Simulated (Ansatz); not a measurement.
# Ga15As17: the cost of one run

Program: Ansatz 0.2.0. Level of theory: DFT PBEsol, scalar-relativistic, plane waves, PAW. These are calculated values, not measurements.

8 further runs of the same task are left out: 1 that didn't finish, 7 set aside as unsound or not needed.

### Step 1. The structure to begin with

It takes space group F-43m (No. 216, cubic). The conventional cell has a = 4.548 Å, b = 4.548 Å, c = 4.548 Å, α = 90.00°, β = 90.00°, γ = 90.00°. Around Ga (site symmetry -43m) lie 4 N at 1.97 Å. N (site symmetry -43m) is surrounded by 4 Ga at 1.97 Å.

As a file:

```
CELL_PARAMETERS angstrom
0.00000 2.27424 2.27424
2.27424 0.00000 2.27424
2.27424 2.27424 0.00000
ATOMIC_POSITIONS crystal
Ga 0.00000 0.00000 0.00000
N 0.25000 0.25000 0.25000
```

It goes back to an entry of the Materials Project.

It is the result of an earlier relaxation at this level (volume 11.76 Å³/atom; gap on the mesh: 1.54 eV).

The host's static dielectric tensor, from an earlier linear-response run, has a mean of 16.20.

The perfect supercell (rows 1 1 -3; -3 1 1; 1 1 1 in vectors of this cell) was computed beforehand with the same settings: E(σ→0) = -66686.5566 eV for 32 atoms, gap 3.55 eV on its own mesh.

### Step 2. The defect cell

The atom at (0.250, 0.000, 0.750) of the supercell is replaced. A small random displacement (spread 0.06 Å) lets the symmetry of the site break.

### Step 3. Relaxing the defect, charge 0

The input, input.yaml:

```yaml
crystal:
  lattice:
    - [-5.6579527708, -5.6579527708, 5.6579527708]
    - [5.6579527708, -5.6579527708, -5.6579527708]
    - [5.6579527708, 5.6579527708, 5.6579527708]
  atoms:
    - { symbol: As, position: [0.2635606921, 0.0122542111, 0.7629285941] }
    - { symbol: Ga, position: [0.0, 0.0, 0.0] }
    - { symbol: Ga, position: [0.5, 0.75, 0.75] }
    - { symbol: Ga, position: [0.25, 0.75, 0.0] }
    - { symbol: Ga, position: [0.0, 0.75, 0.25] }
    - { symbol: Ga, position: [0.75, 0.0, 0.25] }
    - { symbol: Ga, position: [0.5, 0.0, 0.5] }
    - { symbol: Ga, position: [0.0, 0.25, 0.75] }
    - { symbol: Ga, position: [0.75, 0.5, 0.75] }
    - { symbol: Ga, position: [0.5, 0.5, 0.0] }
    - { symbol: Ga, position: [0.25, 0.5, 0.25] }
    - { symbol: Ga, position: [0.0, 0.5, 0.5] }
    - { symbol: Ga, position: [0.75, 0.75, 0.5] }
    - { symbol: Ga, position: [0.75, 0.25, 0.0] }
    - { symbol: Ga, position: [0.5, 0.25, 0.25] }
    - { symbol: Ga, position: [0.25, 0.25, 0.5] }
    - { symbol: As, position: [0.2548985848, 0.756121004, 0.7537933791] }
    - { symbol: As, position: [0.0, 0.75, 0.0] }
    - { symbol: As, position: [0.5, 0.5, 0.75] }
    - { symbol: As, position: [0.25, 0.5, 0.0] }
    - { symbol: As, position: [0.0, 0.5, 0.25] }
    - { symbol: As, position: [0.75, 0.75, 0.25] }
    - { symbol: As, position: [0.5, 0.75, 0.5] }
    - { symbol: As, position: [0.0056749144, 0.0183969845, 0.7677322604] }
    - { symbol: As, position: [0.75, 0.25, 0.75] }
    - { symbol: As, position: [0.4963586429, 0.2506646649, -0.0042516516] }
    - { symbol: As, position: [0.25, 0.25, 0.25] }
    - { symbol: As, position: [0.0, 0.25, 0.5] }
    - { symbol: As, position: [0.75, 0.5, 0.5] }
    - { symbol: As, position: [0.75, 0.0, 0.0] }
    - { symbol: As, position: [0.5, 0.0, 0.25] }
    - { symbol: As, position: [0.2378691237, -0.0130111291, 0.4828447297] }
  host:
    lattice:
      - [0.0, 2.8289763854, 2.8289763854]
      - [2.8289763854, 0.0, 2.8289763854]
      - [2.8289763854, 2.8289763854, 0.0]
    atoms:
      - { symbol: Ga, position: [0.0, 0.0, 0.0] }
      - { symbol: As, position: [0.75, 0.75, 0.75] }
basis:
  ecutwfc: 420
  xc_grid: 2
kpoints:
  mp_grid: { grid: [3, 3, 3], shift: [0.0, 0.0, 0.0] }
hamiltonian:
  xc: pbesol
scf:
  occupations: { method: gaussian, width: 0.02 }
output:
  forces: true
  stress: false
  eigenvalues: true
  charged_corrections:
    defect_position: [0.25, 0.0, 0.75]
    epsilon: [[16.1952, 0.0, 0.0], [0.0, 16.1952, 0.0], [0.0, 0.0, 16.1952]]
  write_density: true
  write_potential: true
  elf: true
  volumetric_format: npy
relax:
  adjacent_minimum: "off"
  f_tol: 0.025
  max_steps: 45
```

On the command line:

```bash
ansatz run input.yaml --threads 4 --pin off --max-ram 8192MiB --backend cpu --events-out ev --progress --plain --runs-dir out
```

**Question.** How long does this run take on 4 threads of Intel Xeon at 2.70GHz, shared host, and how much memory does it need?

About 8.5 min, with a peak of 4.7 GiB.
